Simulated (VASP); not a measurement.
The system is NiO.

```
Ni O
1.0
     0.00000    2.08590    2.08590
     2.08590    0.00000    2.08590
     2.08590    2.08590    0.00000
Ni O
1 1
Cartesian
  0.0000 0.0000 0.0000
  2.0859 2.0859 2.0859
```

| Item | Value |
| --- | --- |
| Program | VASP 6.6.1 |
| Task | relaxation of cell and atoms |
| Functional | BLYP |
| Potentials or basis | VASP PAW PBE potentials, release 54 (Ni, O) |
| Cutoff | 580 eV |
| k mesh | 11 × 11 × 11 |
| Occupations | tetrahedron |
| Spin | collinear spin, program default start |
| Starting moments | [1.0, 1.0] μB |

At the start: pressure 14.2 GPa; volume 9.08 Å³/atom.

Task: Where does the relaxation end?

Result: Over 4 steps the energy falls by 28.7 meV/atom and the volume is 9.81 Å³/atom (+8.1 %); space group Fm-3m (No. 225, to 0.05 Å); moment 1.92 μB per cell.

The path:
```
step  energy change (eV)  largest force (eV/Å)  pressure (GPa)  volume (Å³)
   1              0.0000                0.0000           14.17        18.15
   2             -0.0229                0.0000           10.76        18.47
   3             -0.0575                0.0000            0.38        19.58
   4             -0.0575                0.0000            0.02        19.62
```

Final structure:
```
Ni O
1.0
     0.00000    2.14078    2.14078
     2.14078    0.00000    2.14078
     2.14078    2.14078    0.00000
Ni O
1 1
Cartesian
  0.0000 0.0000 0.0000
  2.1408 2.1408 2.1408
```

Caveat: the PAW data sets were made with another functional, which shifts forces and pressure a little; a cell with one magnetic atom can't hold antiferromagnetic order, which such compounds often take; tetrahedron occupations give inexact forces and stress in metals.
